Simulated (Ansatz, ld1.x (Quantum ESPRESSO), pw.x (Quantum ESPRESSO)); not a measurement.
**From atom to crystal: ultrasoft potential for boron (B)**

ld1.x (Quantum ESPRESSO) 7.5 input, shortened:

```
&input
   title='B', zed=5., rel=1, dft='PBE', iswitch=3,
   config='[He] 2s1.5 2p1.5 3d-2'
 /
 &inputp
   pseudotype=3, tm=.true., lloc=-2, rcloc=1.35,
   nlcc=.true., new_core_ps=.true., rcore=1.65,
   which_augfun='PSQ', rmatch_augfun_nc=.true.
 /
5
2S  1  0   1.50   0.00  1.40  1.65  0.0
2S  1  0   0.00   3.05  1.40  1.65  0.0
2P  2  1   1.50   0.00  1.85  2.05  0.0
2P  2  1   0.00   4.35  1.85  2.05  0.0
3D  3  2  -2.00   0.15  1.45  1.60  0.0
 &test
   configts(1)='2s1.5 2p1.5'
 /
```

Crystal test: diamond B in pw.x 7.5, no spin, 11³ k-points, Fermi–Dirac smearing 0.01 Ry, cutoffs 40/320 Ry. The lattice is a test structure that the element need not adopt, and mesh and smearing are coarse.

pw.x input:

```
&control
  calculation='scf', prefix='x', pseudo_dir='./', outdir='./tmp', tstress=.true., disk_io='low'
/
&system
  ibrav=0, nat=2, ntyp=1, ecutwfc=40, ecutrho=320, nbnd=10,
  occupations='smearing', smearing='fd', degauss=0.01
/
&electrons
  conv_thr=1e-09, mixing_beta=0.4, electron_maxstep=70
/
ATOMIC_SPECIES
B 1.0 B.UPF
CELL_PARAMETERS angstrom
  0.00000000 2.02591281 2.02591281
  2.02591281 0.00000000 2.02591281
  2.02591281 2.02591281 0.00000000
ATOMIC_POSITIONS crystal
B 0.0000 0.0000 0.0000
B 0.2500 0.2500 0.2500
K_POINTS automatic
11 11 11 0 0 0
```

```bash
pw.x < B.scf.in > B.scf.out
```

Q: How does the run end?

A: It converges; the pressure is 5.64 GPa against 0.11 GPa from all-electron LAPW. The largest radius (2.05 bohr) exceeds half the bond length (1.66 bohr), so the spheres overlap, which is one possible source of error among others. This is a poor potential for the solid. The log shows:

```
     lattice parameter (alat)  =       5.4142  a.u.
     unit-cell volume          =     112.2248 (a.u.)^3
     number of electrons       =         6.00
     number of Kohn-Sham states=           10
     kinetic-energy cutoff     =      40.0000  Ry
     charge density cutoff     =     320.0000  Ry
     scf convergence threshold =      1.0E-09
     Exchange-correlation= PBE
     number of k points=    56  Fermi-Dirac smearing, width (Ry)=  0.0100
     iteration #  1     ecut=    40.00 Ry     beta= 0.40
     total energy              =     -11.20908569 Ry
     estimated scf accuracy    <       0.04970258 Ry
     iteration #  2     ecut=    40.00 Ry     beta= 0.40
     total energy              =     -11.20509665 Ry
     estimated scf accuracy    <       0.01315801 Ry
     iteration #  3     ecut=    40.00 Ry     beta= 0.40
     total energy              =     -11.20598666 Ry
     estimated scf accuracy    <       0.00005474 Ry
     iteration #  4     ecut=    40.00 Ry     beta= 0.40
     total energy              =     -11.20601314 Ry
     estimated scf accuracy    <       0.00000199 Ry
     iteration #  5     ecut=    40.00 Ry     beta= 0.40
     total energy              =     -11.20601364 Ry
     estimated scf accuracy    <       0.00000032 Ry
     iteration #  6     ecut=    40.00 Ry     beta= 0.40
     total energy              =     -11.20601367 Ry
     estimated scf accuracy    <          6.9E-09 Ry
     iteration #  7     ecut=    40.00 Ry     beta= 0.40
     the Fermi energy is     6.5566 ev
!    total energy              =     -11.20601367 Ry
     estimated scf accuracy    <          7.3E-10 Ry
     smearing contrib. (-TS)   =      -0.00448296 Ry
     The total energy is F=E-TS. E is the sum of the following terms:
     one-electron contribution =       5.06473039 Ry
     hartree contribution      =       0.63485087 Ry
     xc contribution           =      -4.23761690 Ry
     ewald contribution        =     -12.66349507 Ry
     convergence has been achieved in   7 iterations
          total   stress  (Ry/bohr**3)                   (kbar)     P=       56.42
```
